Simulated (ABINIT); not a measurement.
Here is an ABINIT 10.8.3 (patched build) calculation.

Contents of run.abi:

```
ndtset 2

pp_dirpath "./"
pseudos "Te.GGA_PBE-JTH.xml, Ti.GGA_PBE-JTH.xml"

acell 3.777 3.777 6.498 Angstrom
rprim
     1.0000000000     0.0000000000     0.0000000000
    -0.5000000000     0.8660254038     0.0000000000
     0.0000000000     0.0000000000     1.0000000000
ntypat 2
znucl 52 22
natom 3
typat 1 1 2
xred
     0.3333333333     0.6666666667     0.7372000000
     0.6666666667     0.3333333333     0.2628000000
     0.0000000000     0.0000000000     0.0000000000

ecut 408.170794 eV
pawecutdg 30.0

ixc -109134

occopt 3
tsmear 0.00183747

nstep 100

iomode 3
prtwf 0
prteig 0
prtebands 0
prtden1 1

kptopt1 1
ngkpt1 8 8 4
nshiftk1 1
shiftk1 0.0 0.0 0.0
nband1 16
tolvrs1 1.0e-9

iscf2 -2
getden2 1
nband2 22
nbdbuf2 4
tolwfr2 1.0e-11
kptopt2 -7
ndivsm2 5
prteig2 1
prtvol2 -3
kptbounds2
     0.0000000000     0.0000000000     0.0000000000
     0.5000000000     0.0000000000     0.0000000000
     0.3333333333     0.3333333333     0.0000000000
     0.0000000000     0.0000000000     0.0000000000
     0.0000000000     0.0000000000     0.5000000000
     0.5000000000     0.0000000000     0.5000000000
     0.3333333333     0.3333333333     0.5000000000
     0.0000000000     0.0000000000     0.5000000000
```

Potentials or basis: JTH PAW PBE v2.0.

The run is started by

```console
$ abinit run.abi > log 2>&1
```

Q: Estimate the pressure.

A: 1.1 GPa.

Q: What does it give for the largest force?

A: 0.012 eV/Å.

Forces in eV/Å, atoms in the order of the input:
```
Te   0.000  0.000 -0.012
Te   0.000  0.000  0.012
Ti   0.000  0.000  0.000
```

Caveat: the PAW data sets were made with another functional, which shifts forces and pressure a little; this functional lacks dispersion, which binds the layers, so the pressure and a relaxed spacing across them are unreliable.
